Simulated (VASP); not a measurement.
The system is SiC (Moissanite).

```
Si C
1.0
     3.07600    0.00000    0.00000
    -1.53800    2.66389    0.00000
     0.00000    0.00000    5.04800
Si C
2 2
Direct
  0.66667 0.33333 0.50000
  0.33333 0.66667 0.00000
  0.66667 0.33333 0.88500
  0.33333 0.66667 0.38500
```

A sound run:

| Quantity | Value |
| --- | --- |
| Program | VASP 6.6.1 |
| Task | dielectric tensor |
| Functional | PBE |
| Potentials or basis | VASP PAW PBE potentials, release 64 (Si, C) |
| Cutoff | 800 eV |
| k mesh | 12 × 12 × 6 |
| Occupations | gaussian, width 0.01 eV |
| Spin | no spin polarisation |

It gives band gap on the k mesh 2.32 eV, indirect (least direct gap 4.08 eV).

Task: What do these careless settings give instead: cutoff 520 eV in place of 800 eV; k mesh 5 × 5 × 3 in place of 12 × 12 × 6?

Result: Band gap on the k mesh 2.80 eV, indirect (least direct gap 4.18 eV). The run converged, but these numbers show the error of the settings and aren't properties of the crystal.
